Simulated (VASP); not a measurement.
The system is GeS.

```
Ge S
1.0
    10.48100    0.00000    0.00000
     0.00000    3.64600    0.00000
     0.00000    0.00000    4.29900
Ge S
4 4
Direct
  0.12210 0.25000 0.12770
  0.37790 0.75000 0.62770
  0.62210 0.25000 0.37230
  0.87790 0.75000 0.87230
  0.84950 0.25000 0.50230
  0.65050 0.75000 0.00230
  0.34950 0.25000 0.99770
  0.15050 0.75000 0.49770
```

```yaml
Program: VASP 6.6.1
Task: relaxation of cell and atoms
Functional: LDA
Potentials_or_basis: VASP PAW LDA potentials, release 64 (Ge_d, S)
Cutoff: 600 eV
k_mesh: 4 × 8 × 6
Occupations: gaussian, width 0.03 eV
Spin: no spin polarisation
```

At the start: pressure -2.6 GPa; volume 20.54 Å³/atom.

Question: How do energy, volume and symmetry change on relaxing?

Answer: Over 20 steps the energy falls by 14.1 meV/atom and the volume is 18.98 Å³/atom (-7.6 %); space group Pnma (No. 62, to 0.05 Å).

The path:
```tsv
step	energy change (eV)	largest force (eV/Å)	pressure (GPa)	volume (Å³)
1	0.0000	0.0320	-2.64	164.28
2	-0.0488	0.3475	0.76	156.37
3	-0.0527	0.2633	0.04	158.05
4	-0.0718	0.1937	-0.05	156.73
5	-0.0942	0.0876	0.03	154.02
6	-0.0964	0.0895	0.10	152.79
7	-0.1076	0.0398	-0.09	152.30
8	-0.1101	0.0611	-0.21	151.90
9	-0.1110	0.0292	0.37	150.74
10	-0.1121	0.0269	0.23	151.24
11	-0.1121	0.0285	0.11	151.28
12	-0.1121	0.0273	0.19	151.26
13	-0.1122	0.0273	-0.15	151.89
14	-0.1124	0.0211	0.02	151.56
15	-0.1124	0.0217	-0.08	151.63
16	-0.1124	0.0216	-0.02	151.60
17	-0.1127	0.0133	0.01	151.64
18	-0.1128	0.0141	0.05	151.69
19	-0.1129	0.0095	-0.11	151.95
20	-0.1129	0.0093	-0.03	151.88
```

Final structure:
```xyz
8
Lattice="10.1826 0.0000 0.0000 0.0000 3.6426 0.0000 0.0000 0.0000 4.0947" Properties=species:S:1:pos:R:3 pbc="T T T"
Ge    1.2021    0.9107    0.4903
Ge    3.8892    2.7320    2.5377
Ge    6.2934    0.9107    1.5570
Ge    8.9806    2.7320    3.6043
S     8.6843    0.9107    2.0193
S     6.5897    2.7320    4.0666
S     3.5929    0.9107    0.0280
S     1.4984    2.7320    2.0754
```
